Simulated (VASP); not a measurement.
MgZn2O3: single point with PBEsol

The system is MgZn2O3.

```
Mg Zn O
1.0
     3.05260    0.00000    0.00000
    -1.52630    2.64363    0.00000
     0.00000    0.00000    7.45204
Mg Zn O
1 2 3
Direct
  0.00000 0.00000 0.00000
  0.33333 0.66667 0.66842
  0.66667 0.33333 0.33158
  0.33333 0.66667 0.16070
  0.66667 0.33333 0.83930
  0.00000 0.00000 0.50000
```

The cell comes from a database or a generator and needn't be the stable form of this composition.

| Quantity | Value |
| --- | --- |
| Program | VASP 6.6.1 |
| Task | single point |
| Functional | PBEsol |
| Potentials or basis | VASP PAW PBE potentials, release 64 (Mg, Zn, O) |
| Cutoff | 520 eV |
| k mesh | 7 × 7 × 3 |
| Occupations | gaussian, width 0.01 eV |
| Spin | no spin polarisation |

The pressure is -6.8 GPa. The largest force is 0.080 eV/Å and the band gap on the k mesh is 1.61 eV, direct.

Forces in eV/Å, atoms in the order of the input:
```
Mg   0.000  0.000  0.000
Zn   0.000  0.000  0.016
Zn   0.000  0.000 -0.016
O    0.000  0.000  0.080
O    0.000  0.000 -0.080
O    0.000  0.000  0.000
```

Stress tensor (GPa, compression positive):
```
-6.75  0.00  0.00
 0.00 -6.75  0.00
 0.00  0.00 -6.94
```

Levels at points of the mesh, in eV from the valence-band top:
```
           k point  band 18  band 19  band 20  band 21  band 22  band 23  band 24  band 25  band 26  band 27
(0.00, 0.00, 0.00)    -0.89    -0.84    -0.84     0.00     0.00     1.61     5.31     5.46    10.18    11.08
```

Wall time 16 s on 1 thread of Intel(R) Xeon(R) 6975P-C (Granite Rapids) (shared host), peak memory 0.19 GiB.

Caveat: the PAW data sets were made with another functional, which shifts forces and pressure a little. A hybrid or GW would open this gap; PBEsol tends to underestimate it.
